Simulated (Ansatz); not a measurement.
# ZnSe: the cost of one run

Computed with Ansatz 0.2.0 (DFT PBE, scalar-relativistic, plane waves, PAW, unless a step's input says otherwise).

2 further runs of the same task are left out: 2 set aside as unsound or not needed.

## 1. Starting point

The structure is cubic, space group F-43m (No. 216). Conventional cell: a = 5.732 Å, b = 5.732 Å, c = 5.732 Å, α = 90.00°, β = 90.00°, γ = 90.00°. Zn (site symmetry -43m) is surrounded by 4 Se at 2.48 Å. Se (site symmetry -43m) has 4 Zn at 2.48 Å in its first shell of neighbours.

As a file:

```cif
data_structure
_symmetry_space_group_name_H-M 'P 1'
_symmetry_Int_Tables_number 1
_cell_length_a 4.0530
_cell_length_b 4.0530
_cell_length_c 4.0530
_cell_angle_alpha 60.000
_cell_angle_beta 60.000
_cell_angle_gamma 60.000
_cell_volume 47.08
loop_
_atom_site_label
_atom_site_type_symbol
_atom_site_fract_x
_atom_site_fract_y
_atom_site_fract_z
_atom_site_occupancy
Zn1 Zn 0.00000 0.00000 0.00000 1
Se1 Se 0.25000 0.25000 0.25000 1
```

This cell was relaxed beforehand with the same method: volume 23.54 Å³/atom, gap on the mesh 1.15 eV.

## 2. A bulk reference on a matched mesh

The same crystal, re-cut so that c stands normal to the (211) plane; its mesh matches that of the cells to come, so errors of the mesh cancel.

File input.yaml:

```yaml
crystal:
  lattice:
    - [4.0530231362, 0.0, 0.0]
    - [0.0, 9.9278385994, 0.0]
    - [0.0, 0.0, 7.0200419962]
  atoms:
    - { symbol: Zn, position: [0.0, 0.0, 0.0] }
    - { symbol: Zn, position: [0.0, 0.3333333333, 0.6666666667] }
    - { symbol: Se, position: [0.5, 0.75, 0.5] }
    - { symbol: Zn, position: [1.0, 0.6666666667, 0.3333333333] }
    - { symbol: Se, position: [0.5, 0.0833333333, 0.1666666667] }
    - { symbol: Se, position: [0.5, 0.4166666667, 0.8333333333] }
    - { symbol: Zn, position: [0.5, 0.0, 0.5] }
    - { symbol: Se, position: [0.0, 0.75, 1.0] }
    - { symbol: Se, position: [0.0, 0.0833333333, 0.6666666667] }
    - { symbol: Zn, position: [0.5, 0.3333333333, 0.1666666667] }
    - { symbol: Zn, position: [0.5, 0.6666666667, 0.8333333333] }
    - { symbol: Se, position: [1.0, 0.4166666667, 0.3333333333] }
basis:
  ecutwfc: 420
kpoints:
  mp_grid: { grid: [8, 4, 4] }
hamiltonian:
  xc: pbe
scf:
  occupations: { method: gaussian, width: 0.05 }
output:
  forces: true
  stress: true
  eigenvalues: true
```

Started as:

```console
$ ansatz run input.yaml --threads 4 --pin off --max-ram 11264MiB --backend cpu --events-out ev --progress --plain --runs-dir out
```

**Question.** How long does this run take on 4 threads of AMD EPYC 9R45 (Zen 5), shared host, and how much memory does it need?

About 9.1 s, with a peak of 1.5 GiB.
